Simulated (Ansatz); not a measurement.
**How settings move the results for Sc**

```xyz
1
Lattice="0.0000 2.2705 2.2705 2.2705 0.0000 2.2705 2.2705 2.2705 0.0000" Properties=species:S:1:pos:R:3 pbc="T T T"
Sc    0.0000    0.0000    0.0000
```

The cell is COD entry 9008483, as deposited and not checked against the literature; nothing was relaxed.

Spin polarisation is left out, and whether a magnetic state lies lower isn't shown here.

Method: DFT, PBE, all-electron LAPW, scalar-relativistic in Ansatz 0.2.0.

Settings: a Γ-centred 15×15×15 k mesh, Fermi–Dirac smearing of 0.03 eV, basis error target 1 meV/atom, no spin polarisation. One setting is then changed at a time.

| basis error target (meV/atom) | free energy less the base's (meV/atom) | P (GPa) | cutoff chosen (eV) |
| --- | --- | --- | --- |
| 1 (base) | 0.0 | 2.84 | 173 |
| 3 | 0.0 | 2.84 | 152 |
| 10 | 0.3 | 2.84 | 130 |
| 30 | ? | 2.84 | 111 |
| 0.1 | 0.0 | 2.84 | 219 |

Problem. Fill in "free energy less the base's (meV/atom)" for the row "30".

Solution. 0.7.
